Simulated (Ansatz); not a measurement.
All numbers below come from DFT PBE, scalar-relativistic, plane waves, PAW in Ansatz.

Settings: cutoff 420 eV, Γ-centred mesh 15×15×8 on the computed 3-atom cell, Gaussian smearing of 0.10 eV; no spin polarisation.

Structure with the computed forces (eV/Å) in the last three columns:

```xyz
3
Lattice="3.9577 0.0000 0.0000 -1.9789 3.4275 0.0000 0.0000 0.0000 6.2241" Properties=species:S:1:pos:R:3:forces:R:3 pbc="T T T" pressure_GPa=-4.42
Ti    0.0000    0.0000    0.0000    0.0000    0.0000    0.0000
Te    1.9789    1.1425    1.7530    0.0000    0.0000   -1.0480
Te    0.0000    2.2850    4.4711    0.0000    0.0000    1.0480
```

Stress tensor (GPa, compression positive):

```
-5.21  0.00  0.00
 0.00 -5.21  0.00
 0.00  0.00 -2.82
```